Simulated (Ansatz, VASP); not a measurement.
## TiC in VASP and in Ansatz

```xyz
2
Lattice="3.0010 0.0000 0.0000 -1.5005 2.5989 0.0000 0.0000 0.0000 2.6615" Properties=species:S:1:pos:R:3 pbc="T T T"
Ti    0.0000    0.0000    1.3308
C     0.0000    1.7326    0.0000
```

The cell was built by a generator and needn't be a form met in nature.

Alike in both runs: task single point; functional PBE; k mesh 10 × 10 × 10; occupations fermi-dirac, width 0.05 eV; no spin polarisation.

|  | VASP | Ansatz |
| --- | --- | --- |
| version | VASP 6.6.1 | Ansatz 0.2.0 |
| potentials or method | VASP PAW PBE potentials, release 64 (Ti_sv, C) | Ansatz PAW |
| plane-wave cutoff (eV) | 520 | 420 |
| valence electrons in the cell | 16 | 16 |

Ansatz gave:

```
gap on the k mesh at the Fermi level (eV)       : none
pressure (GPa)                                  : 9.7
largest component of the traceless stress (GPa) : 1.25
```

Problem. Estimate VASP's values.

Solution. gap on the k mesh at the Fermi level (eV): none; pressure (GPa): 9.8; largest component of the traceless stress (GPa): 1.25.

A gap of «none» marks a metal or a gap that the smearing closes. With one functional, cell and mesh, what is left measures potentials, basis and numerics.
